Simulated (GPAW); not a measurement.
CuAu:

```
CELL_PARAMETERS angstrom
2.81075 0.00000 0.00000
0.00000 2.81075 0.00000
0.00000 0.00000 3.68500
ATOMIC_POSITIONS crystal
Au 0.00000 0.00000 0.00000
Cu 0.50000 0.50000 0.50000
```

| Item | Value |
| --- | --- |
| Program | GPAW 26.7.0 |
| Task | relaxation of cell and atoms |
| Functional | PBEsol |
| Dispersion | D3(BJ)+ATM |
| Potentials or basis | PAW data sets generated in the run's folder for this functional |
| Cutoff | 600 eV |
| Basis | pw |
| k mesh | 9 × 9 × 7 |
| Occupations | fermi-dirac, width 0.05 eV |
| Spin | no spin polarisation |

At the start: pressure -5.9 GPa; volume 14.56 Å³/atom.

Question: Where does the relaxation end?

Answer: Over 8 steps the energy falls by 9.6 meV/atom and the volume is 14.06 Å³/atom (-3.4 %); space group P4/mmm (No. 123, to 0.05 Å).

The path:
```tsv
step	energy change (eV)	largest force (eV/Å)	pressure (GPa)	volume (Å³)
1	0.0000	0.0000	-5.94	29.11
2	-0.0103	0.0000	-4.07	28.78
3	-0.0183	0.0000	0.31	28.08
4	-0.0185	0.0000	0.03	28.12
5	-0.0186	0.0000	-0.19	28.15
6	-0.0189	0.0000	-0.38	28.18
7	-0.0191	0.0000	-0.28	28.16
8	-0.0191	0.0000	-0.08	28.12
```

Final structure:
```
Au Cu
1.0
     2.79120    0.00000    0.00000
     0.00000    2.79120    0.00000
     0.00000    0.00000    3.60987
Au Cu
1 1
Direct
  0.00000 0.00000 0.00000
  0.50000 0.50000 0.50000
```

Caveat: with these Cu and Au data sets, volumes or pressures lay over 1.5 % or 2 GPa off other programs in two to four cells of ten; later steps reuse the first step's grids; pairwise dispersion overbinds metals, which lowers pressure and volume.
